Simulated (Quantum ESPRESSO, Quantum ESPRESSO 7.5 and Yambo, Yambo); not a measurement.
# SiC (P6_3mc): G0W0 with Yambo, start to end

Wanted: ground state, empty states, screening and self-energy for SiC (P6_3mc).

Calculated with Quantum ESPRESSO 7.5 and Yambo 5.3.0; PBE and many-body steps on it, plane waves.

**Experimental background.**

- Gap 3 eV: optical absorption onset, approximate; UV-Vis-NIR transmission; bulk crystal (400 micron semi-insulating 6H-SiC wafer) (“Effects of energetic ion irradiation on WSe2/SiC heterostructures”, 2017, pmc:5482891).

- Gap 3.02 eV: band gap at cryogenic temperature; bulk crystal (literature value) (quoted in “Silicon carbide diodes for neutron detection”, 2020, arxiv:2009.14696).

- Gap 3.03 eV: indirect gap, experimental literature value; quoted from earlier experiment; bulk crystal (quoted in “Charge spill-out and work function of few-layer graphene on SiC(0001)”, 2018, arxiv:1806.04908).

Report form: the programs' logs are mostly left out.

## Step 1: Starting point

Symmetry: P6_3mc, No. 186, hexagonal system. Conventional cell: a = 3.077 Å, b = 3.077 Å, c = 15.098 Å, α = 90.00°, β = 90.00°, γ = 120.00°. Nearest to Si lie 4 C at 1.88 to 1.89 Å. Si has 4 C at 1.89 Å nearest. Nearest to C lie 4 Si at 1.88 to 1.89 Å. Nearest to C lie 4 Si at 1.89 Å. Farther neighbours are not listed.

The cell and positions are those that the Materials Project relaxed with its own functionals (PBE, PBE+U or r2SCAN), kept fixed.

## Step 2: Ground state

This step: Quantum ESPRESSO 7.5; DFT, PBE, plane waves, norm-conserving pseudopotentials.

The ground-state density comes first.

pw.in

```
&control
  calculation = 'scf'
  prefix = 'x'
  outdir = 'o'
  pseudo_dir = 'pseudo'
/
&system
  ibrav = 0
  nat = 12
  ntyp = 2
  ecutwfc = 74.0
  nbnd = 34
  force_symmorphic = .true.
/
&electrons
  conv_thr = 1e-10
  electron_maxstep = 80
  mixing_beta = 0.5
/
ATOMIC_SPECIES
  Si 28.085 Si.upf
  C 12.011 C.upf
CELL_PARAMETERS angstrom
  3.0766210102 -0.0000000000 0.0000000000
  -1.5383105051 2.6644319527 0.0000000000
  0.0000000000 0.0000000000 15.0980843200
ATOMIC_POSITIONS crystal
  Si 0.3333333333 0.6666666667 0.8329861500
  Si 0.6666666667 0.3333333333 0.3329861500
  Si 0.6666666667 0.3333333333 0.6665006000
  Si 0.3333333333 0.6666666667 0.1665006000
  Si 0.0000000000 0.0000000000 0.4997294200
  Si 0.0000000000 0.0000000000 0.9997294200
  C 0.0000000000 0.0000000000 0.8743664100
  C 0.0000000000 0.0000000000 0.3743664100
  C 0.3333333333 0.6666666667 0.7079967800
  C 0.6666666667 0.3333333333 0.2079967800
  C 0.6666666667 0.3333333333 0.5415216400
  C 0.3333333333 0.6666666667 0.0415216400
K_POINTS automatic
  6 6 2 0 0 0
```

Command:

```console
OMP_NUM_THREADS=1 mpirun -n 4 pw.x -nk 4 -in pw.in > pw.out
```

The job ended after 28 s (4 MPI ranks of Arm Neoverse V2, shared host; peak memory 0.53 GiB; 1.9 min of CPU time).

Numbers from this step:

- total energy: -1676.7190 eV
- gap: 2.027 eV
- k of the valence top: 0, 0, 0
- k of the conduction bottom: 0, -0.5, 0
- least direct gap: 3.130 eV

The gap is indirect, with the least direct gap 1.10 eV higher.

## Step 3: Bands along the symmetry lines

The cheap functional maps the bands first; the places of the edges decide which points the dearer methods must see.

pw.in

```
&control
  calculation = 'bands'
  prefix = 'x'
  outdir = 'o'
  pseudo_dir = 'pseudo'
/
&system
  ibrav = 0
  nat = 12
  ntyp = 2
  ecutwfc = 74.0
  nbnd = 30
  force_symmorphic = .true.
/
&electrons
  conv_thr = 1e-9
  electron_maxstep = 80
  diago_full_acc = .true.
  diago_thr_init = 5e-6
/
ATOMIC_SPECIES
  Si 28.085 Si.upf
  C 12.011 C.upf
CELL_PARAMETERS angstrom
  3.0766210102 -0.0000000000 0.0000000000
  -1.5383105051 2.6644319527 0.0000000000
  0.0000000000 0.0000000000 15.0980843200
ATOMIC_POSITIONS crystal
  Si 0.3333333333 0.6666666667 0.8329861500
  Si 0.6666666667 0.3333333333 0.3329861500
  Si 0.6666666667 0.3333333333 0.6665006000
  Si 0.3333333333 0.6666666667 0.1665006000
  Si 0.0000000000 0.0000000000 0.4997294200
  Si 0.0000000000 0.0000000000 0.9997294200
  C 0.0000000000 0.0000000000 0.8743664100
  C 0.0000000000 0.0000000000 0.3743664100
  C 0.3333333333 0.6666666667 0.7079967800
  C 0.6666666667 0.3333333333 0.2079967800
  C 0.6666666667 0.3333333333 0.5415216400
  C 0.3333333333 0.6666666667 0.0415216400
K_POINTS crystal
  75
  0.00000000 0.00000000 0.00000000 1
  0.06250000 0.00000000 0.00000000 1
  0.12500000 0.00000000 0.00000000 1
  0.18750000 0.00000000 0.00000000 1
  0.25000000 0.00000000 0.00000000 1
  0.31250000 0.00000000 0.00000000 1
  0.37500000 0.00000000 0.00000000 1
  0.43750000 0.00000000 0.00000000 1
  0.50000000 0.00000000 0.00000000 1
  0.47916667 0.04166667 0.00000000 1
  0.45833333 0.08333333 0.00000000 1
  0.43750000 0.12500000 0.00000000 1
  0.41666666 0.16666666 0.00000000 1
  0.39583333 0.20833333 0.00000000 1
  0.37500000 0.25000000 0.00000000 1
  0.35416666 0.29166666 0.00000000 1
  0.33333333 0.33333333 0.00000000 1
  0.29166666 0.29166666 0.00000000 1
  0.25000000 0.25000000 0.00000000 1
  0.20833333 0.20833333 0.00000000 1
  0.16666666 0.16666666 0.00000000 1
  0.12500000 0.12500000 0.00000000 1
  0.08333333 0.08333333 0.00000000 1
  0.04166667 0.04166667 0.00000000 1
  0.00000000 0.00000000 0.00000000 1
  0.00000000 0.00000000 0.06250000 1
  0.00000000 0.00000000 0.12500000 1
  0.00000000 0.00000000 0.18750000 1
  0.00000000 0.00000000 0.25000000 1
  0.00000000 0.00000000 0.31250000 1
  0.00000000 0.00000000 0.37500000 1
  0.00000000 0.00000000 0.43750000 1
  0.00000000 0.00000000 0.50000000 1
  0.06250000 0.00000000 0.50000000 1
  0.12500000 0.00000000 0.50000000 1
  0.18750000 0.00000000 0.50000000 1
  0.25000000 0.00000000 0.50000000 1
  0.31250000 0.00000000 0.50000000 1
  0.37500000 0.00000000 0.50000000 1
  0.43750000 0.00000000 0.50000000 1
  0.50000000 0.00000000 0.50000000 1
  0.47916667 0.04166667 0.50000000 1
  0.45833333 0.08333333 0.50000000 1
  0.43750000 0.12500000 0.50000000 1
  0.41666666 0.16666666 0.50000000 1
  0.39583333 0.20833333 0.50000000 1
  0.37500000 0.25000000 0.50000000 1
  0.35416666 0.29166666 0.50000000 1
  0.33333333 0.33333333 0.50000000 1
  0.29166666 0.29166666 0.50000000 1
  0.25000000 0.25000000 0.50000000 1
  0.20833333 0.20833333 0.50000000 1
  0.16666666 0.16666666 0.50000000 1
  0.12500000 0.12500000 0.50000000 1
  0.08333333 0.08333333 0.50000000 1
  0.04166667 0.04166667 0.50000000 1
  0.00000000 0.00000000 0.50000000 1
  0.50000000 0.00000000 0.50000000 1
  0.50000000 0.00000000 0.43750000 1
  0.50000000 0.00000000 0.37500000 1
  0.50000000 0.00000000 0.31250000 1
  0.50000000 0.00000000 0.25000000 1
  0.50000000 0.00000000 0.18750000 1
  0.50000000 0.00000000 0.12500000 1
  0.50000000 0.00000000 0.06250000 1
  0.50000000 0.00000000 0.00000000 1
  0.33333333 0.33333333 0.50000000 1
  0.33333333 0.33333333 0.43750000 1
  0.33333333 0.33333333 0.37500000 1
  0.33333333 0.33333333 0.31250000 1
  0.33333333 0.33333333 0.25000000 1
  0.33333333 0.33333333 0.18750000 1
  0.33333333 0.33333333 0.12500000 1
  0.33333333 0.33333333 0.06250000 1
  0.33333333 0.33333333 0.00000000 1
```

Wall time 33 s (4 MPI ranks); peak memory 0.41 GiB; 2.2 min of CPU time.

Numbers from this step:

* gap: 2.022 eV
* k of the valence top: 0, 0, 0
* k of the conduction bottom: 0.5, 0, 0.1875
* least direct gap: 3.130 eV

The gap is 2.022 eV, −0.004 eV from the run before at this level.

The electronic bands at the labelled points (eV, zero at the top of the highest filled band):

| point | band 21 | band 22 | band 23 | band 24 | band 25 | band 26 | band 27 | band 28 |
| --- | --- | --- | --- | --- | --- | --- | --- | --- |
| Γ | -0.30 | -0.04 | 0.00 | 0.00 | 5.20 | 5.37 | 5.78 | 6.30 |
| halfway | -1.15 | -1.12 | -0.71 | -0.53 | 3.68 | 3.91 | 4.39 | 5.02 |
| M | -1.82 | -1.79 | -1.67 | -1.10 | 2.03 | 2.22 | 3.22 | 3.90 |
| halfway | -2.44 | -2.23 | -2.01 | -1.77 | 2.85 | 3.53 | 4.51 | 4.95 |
| K | -3.16 | -2.22 | -2.08 | -2.08 | 3.49 | 3.49 | 3.78 | 5.08 |
| halfway | -1.79 | -1.74 | -1.30 | -0.72 | 4.82 | 4.88 | 4.98 | 5.07 |
| Γ | -0.30 | -0.04 | 0.00 | 0.00 | 5.20 | 5.37 | 5.78 | 6.29 |
| halfway | -0.20 | -0.20 | -0.02 | -0.02 | 5.22 | 5.34 | 5.86 | 6.20 |
| A | -0.10 | -0.10 | -0.10 | -0.10 | 5.27 | 5.27 | 6.02 | 6.02 |
| halfway | -1.00 | -1.00 | -0.71 | -0.71 | 3.79 | 3.79 | 4.74 | 4.74 |
| L | -1.72 | -1.72 | -1.31 | -1.31 | 2.07 | 2.07 | 3.44 | 3.44 |
| halfway | -2.67 | -2.67 | -1.67 | -1.67 | 3.22 | 3.22 | 4.49 | 4.49 |
| H | -2.64 | -2.64 | -2.27 | -2.27 | 3.68 | 3.68 | 4.35 | 4.35 |
| halfway | -1.96 | -1.96 | -0.85 | -0.85 | 4.75 | 4.75 | 5.14 | 5.14 |
| A | -0.10 | -0.10 | -0.10 | -0.10 | 5.27 | 5.27 | 6.02 | 6.02 |
| jump to L | -1.72 | -1.72 | -1.31 | -1.31 | 2.07 | 2.07 | 3.44 | 3.44 |
| halfway | -2.00 | -1.64 | -1.54 | -1.16 | 2.02 | 2.17 | 3.29 | 3.68 |
| M | -1.82 | -1.79 | -1.67 | -1.10 | 2.03 | 2.22 | 3.22 | 3.90 |
| jump to H | -2.64 | -2.64 | -2.27 | -2.27 | 3.68 | 3.68 | 4.35 | 4.35 |
| halfway | -2.99 | -2.34 | -2.16 | -2.16 | 3.58 | 3.58 | 3.94 | 4.84 |
| K | -3.16 | -2.22 | -2.08 | -2.08 | 3.49 | 3.49 | 3.78 | 5.08 |

## Step 4: Empty states on the mesh, 6×6×1 mesh, 206 bands

The sums over transitions need many empty states on a uniform mesh; this step solves for them.

pw.in

```
&control
  calculation = 'nscf'
  prefix = 'x'
  outdir = 'o'
  pseudo_dir = 'pseudo'
/
&system
  ibrav = 0
  nat = 12
  ntyp = 2
  ecutwfc = 74.0
  nbnd = 206
  force_symmorphic = .true.
/
&electrons
  conv_thr = 1e-9
  electron_maxstep = 80
  diago_full_acc = .true.
  diago_thr_init = 5e-6
/
ATOMIC_SPECIES
  Si 28.085 Si.upf
  C 12.011 C.upf
CELL_PARAMETERS angstrom
  3.0766210102 -0.0000000000 0.0000000000
  -1.5383105051 2.6644319527 0.0000000000
  0.0000000000 0.0000000000 15.0980843200
ATOMIC_POSITIONS crystal
  Si 0.3333333333 0.6666666667 0.8329861500
  Si 0.6666666667 0.3333333333 0.3329861500
  Si 0.6666666667 0.3333333333 0.6665006000
  Si 0.3333333333 0.6666666667 0.1665006000
  Si 0.0000000000 0.0000000000 0.4997294200
  Si 0.0000000000 0.0000000000 0.9997294200
  C 0.0000000000 0.0000000000 0.8743664100
  C 0.0000000000 0.0000000000 0.3743664100
  C 0.3333333333 0.6666666667 0.7079967800
  C 0.6666666667 0.3333333333 0.2079967800
  C 0.6666666667 0.3333333333 0.5415216400
  C 0.3333333333 0.6666666667 0.0415216400
K_POINTS automatic
  6 6 1 0 0 0
```

It took 33 s on 4 MPI ranks; peak memory 0.92 GiB.

Numbers from this step:

```yaml
gap: 2.027 eV
k_of_the_valence_top: 0, 0, 0
k_of_the_conduction_bottom: 0, -0.5, 0
least_direct_gap: 3.130 eV
k_points_computed: 7
lowest_point_of_the_top_converged_band_above_the_valence_top: 62.6751 eV
```

On this mesh the gap is 2.027 eV.

## Step 5: Conversion and set-up

This step: Yambo 5.3.0; conversion and set-up on PBE, plane waves, norm-conserving pseudopotentials.

The states are converted to the many-body program's format and the q mesh is built.

Command:

```console
(cd o/x.save; p2y > p2y.log; mv SAVE ../..); yambo > setup.log
```

Run time: 2.2 s. Hardware: 1 MPI rank; peak memory 0.24 GiB.

## Step 6: Screening and self-energy, 6×6×1 mesh, 206 bands, screening to 122.5 eV

G0W0 replaces the xc potential by the self-energy, built once from these orbitals. Only a window of levels is corrected, while the sums run over the empty bands that the input names.

This step: G0W0 on PBE, plane waves, norm-conserving pseudopotentials.

gw1.in

```
HF_and_locXC
gw0
dyson
ppa
em1d
rim_cut
RandQpts= 1000000
RandGvec= 1 RL
EXXRLvcs= 74 Ry
VXCRLvcs= 296 Ry
Chimod= "HARTREE"
% BndsRnXp
 1 | 206 |
%
NGsBlkXp= 9 Ry
% LongDrXp
 1 | 1 | 1 |
%
% GbndRnge
 1 | 206 |
%
DysSolver= "n"
ExtendOut
PPAPntXp= 27.21138 eV
% QPkrange
 1 | 7 | 10 | 28 |
%
```

Command:

```console
OMP_NUM_THREADS=1 mpirun -n 4 yambo -F gw1.in -J gw1 -C gw1 > gw1.log
```

Wall time 24 min (4 MPI ranks); peak memory 2.6 GiB; 1.6 h of CPU time.

Numbers from this step:

| Quantity | Value |
| --- | --- |
| G0W0 gap on the mesh | 2.617 eV |
| starting gap on the mesh | 2.027 eV |
| k of the valence top | 0, 0, 0 |
| k of the conduction bottom | 0, -0.5, 0 |
| least direct G0W0 gap on the computed points | 3.884 eV |
| Z at the valence top | 0.8014 |
| Z at the conduction bottom | 0.8238 |

The gap on the mesh goes from 2.03 eV to 2.62 eV, a correction of +0.59 eV.

Limits: finite bands, cutoff and mesh; coarse k mesh. v1 is the top filled band, c1 the lowest empty one. The levels before and after the correction (eV, zero at the valence-band top of each column):

|  | conduction bottom | valence top |
| --- | --- | --- |
| Kohn-Sham | 2.03 | 0.00 |
| G0W0 | 2.62 | 0.00 |

|  | level | energy (eV) |
| --- | --- | --- |
| Kohn-Sham | Γ v3 | -0.037 |
| Kohn-Sham | Γ v2-v1 | 0.000 |
| Kohn-Sham | Γ c1 | 5.203 |
| Kohn-Sham | Γ c2 | 5.373 |
| Kohn-Sham | Γ c3 | 5.784 |
| Kohn-Sham | (0 -0.5 0) v3 | -1.788 |
| Kohn-Sham | (0 -0.5 0) v2 | -1.667 |
| Kohn-Sham | (0 -0.5 0) v1 | -1.103 |
| Kohn-Sham | (0 -0.5 0) c1 | 2.027 |
| Kohn-Sham | (0 -0.5 0) c2 | 2.219 |
| Kohn-Sham | (0 -0.5 0) c3 | 3.224 |
| G0W0 | Γ v3 | -0.038 |
| G0W0 | Γ v2-v1 | 0.000 |
| G0W0 | Γ c1 | 6.014 |
| G0W0 | Γ c2 | 6.176 |
| G0W0 | Γ c3 | 6.591 |
| G0W0 | (0 -0.5 0) v3 | -2.044 |
| G0W0 | (0 -0.5 0) v2 | -1.885 |
| G0W0 | (0 -0.5 0) v1 | -1.267 |
| G0W0 | (0 -0.5 0) c1 | 2.617 |
| G0W0 | (0 -0.5 0) c2 | 2.807 |
| G0W0 | (0 -0.5 0) c3 | 3.858 |

## Step 7: Where the time went

Times are wall times on the hardware named with each run, good to a factor of about two.

```
                          step    time  share  memory (GiB)
                  ground state    28 s    2 %          0.53
bands along the symmetry lines    33 s    2 %          0.41
      empty states on the mesh    33 s    2 %          0.92
         conversion and set-up   2.2 s    0 %          0.24
     screening and self-energy  24 min   94 %           2.6
```

## Step 8: Summary of results

* PBE gap: 2.02 eV, indirect
* G0W0 gap on the mesh: 2.62 eV
* GW settings: 6×6×1 mesh, 206 bands, screening to 122.5 eV, Godby-Needs plasmon pole
* known limits: not at the basis limit; coarse k mesh

In words: G0W0 moves the gap on the mesh from 2.03 eV to 2.62 eV (+0.59 eV), with Z of 0.80 and 0.82 at the edges. The dearest step here is «screening and self-energy». Against experiment, by G0W0@PBE: the gap of 2.61 eV lies −0.39 eV from the measured 3 eV (optical, 2017); the gap of 2.61 eV lies −0.41 eV from the measured 3.02 eV (kind not stated, quoted 2020); the gap of 2.61 eV lies −0.42 eV from the measured 3.03 eV (indirect, quoted 2018). An exciton line or allowed optical edge lies below the quasiparticle gap by the binding energy; a forbidden edge can push the onset above it. The calculation has static nuclei and no excitons; a measured gap holds zero-point and thermal motion, which mostly lowers it. Bands and cutoff are finite, so the gap is not at the basis limit. The miss can reach some tenths of an eV and take either sign; the mesh is an error of its own. The 6×6×1 mesh is coarse for this cell, which bears on the long-range parts of exchange and screening.

[Paths, hosts, dates, memory and timing lines, banners, echoed tables and standing remarks are left out of the program output.]

[Logs are printed without paths, hosts, clocks, repeated set-up lines and the standing remarks that a program may print on its own settings, such as how far it seeks lower states.]

[Runs of the session that timed out or met a known fault of the program may be left out.]

[Hosts, paths, dates, database ids (printed as entryN), source tags and the programs' standing remarks are cut or masked in the printed files.]
